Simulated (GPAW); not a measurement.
A run of GPAW 26.7.0 is set up as follows.

The input run.py:

```python
from ase import Atoms
from ase.dft.bandgap import bandgap
from ase.io import write
from ase.units import GPa
from gpaw import GPAW, PW

atoms = Atoms(['Ti', 'Ti', 'Ti'],
              cell=[[4.5673748306, 0.0, 0.0],
                    [-2.2836874153, 3.9554626319, 0.0],
                    [0.0, 0.0, 2.82624427]],
              scaled_positions=[[0.6666666667, 0.3333333333, 0.5],
                                [0.3333333333, 0.6666666667, 0.5],
                                [0.0, 0.0, 0.0]],
              pbc=True)

calc = GPAW(mode=PW(600),
            xc='LDA',
            kpts={'size': (5, 5, 7), 'gamma': True},
            occupations={'name': 'fermi-dirac', 'width': 0.05},
            nbands=34,
            convergence={'density': 1e-05, 'energy': 1e-05},
            maxiter=150,
            txt='gpaw.txt')
atoms.calc = calc
energy = atoms.get_potential_energy()
forces = atoms.get_forces()
stress = atoms.get_stress()
calc.write('gs.gpw')
write('result.traj', atoms)
print(f'Energy: {energy:.6f} eV')
print('Forces (eV/A):')
print(forces.round(4))
print('Stress (GPa):', (stress / GPa).round(3))
print('Fermi level:', round(calc.get_fermi_level(), 4), 'eV')
print(f'Gap: {bandgap(calc)[0]:.4f} eV, direct: {bandgap(calc, direct=True)[0]:.4f} eV')

path = atoms.cell.bandpath('GMKGALHA,LM,KH', npoints=80, eps=1e-4)
bs_calc = calc.fixed_density(kpts=path, symmetry='off', nbands=49,
                             convergence={'bands': 'CBM+6.0', 'eigenstates': 1e-6}, txt='bands.txt')
bs = bs_calc.band_structure()
bs.write('bs.json')
print(f'Gap on the path: {bandgap(bs_calc)[0]:.4f} eV')
```

Potentials or basis: the program's PAW data sets (release 1.2.1) made for this functional, pw.

Run with:

```console
$ OMP_NUM_THREADS=1 python run.py
```

(1) What does it give for the band gap along the path?

(2) Estimate the pressure.

## Answers

(1) none (metal or under the smearing width).

(2) -8.5 GPa.
